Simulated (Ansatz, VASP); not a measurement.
**MgS in VASP and in Ansatz**

```
Mg S
1.0
     0.00000    2.60165    2.80978
     2.60165    0.00000    2.80978
     2.60165    2.60165    0.00000
Mg S
1 1
Direct
  0.00000 0.00000 0.00000
  0.50000 0.50000 0.50000
```

Change from the starting cell: strain +0.000 along x and y, +0.080 along z, atoms carried along.

Alike in both runs: task single point; functional PBE; k mesh 8 × 8 × 8; occupations gaussian, width 0.05 eV; no spin polarisation.

|  | VASP | Ansatz |
| --- | --- | --- |
| version | VASP 6.6.1 | Ansatz 0.2.0 |
| potentials or method | VASP PAW PBE potentials, release 64 (Mg, S) | scalar-relativistic, plane waves, PAW |
| plane-wave cutoff (eV) | 520 | 420 |
| valence electrons in the cell | 8 | 16 |

```csv
,VASP,Ansatz,Ansatz less VASP
gap on the k mesh at the Fermi level (eV),2.36,2.38,+0.017
least direct gap on the mesh (eV),2.97,2.98,+0.013
pressure (GPa),-3.6,-3.3,+0.26
largest component of the traceless stress (GPa),2.99,3.03,+0.037
```

With one functional, cell and mesh, what is left measures potentials, basis and numerics. The two sets of potentials don't hold the same shells in valence.

A k mesh can miss the band edges.
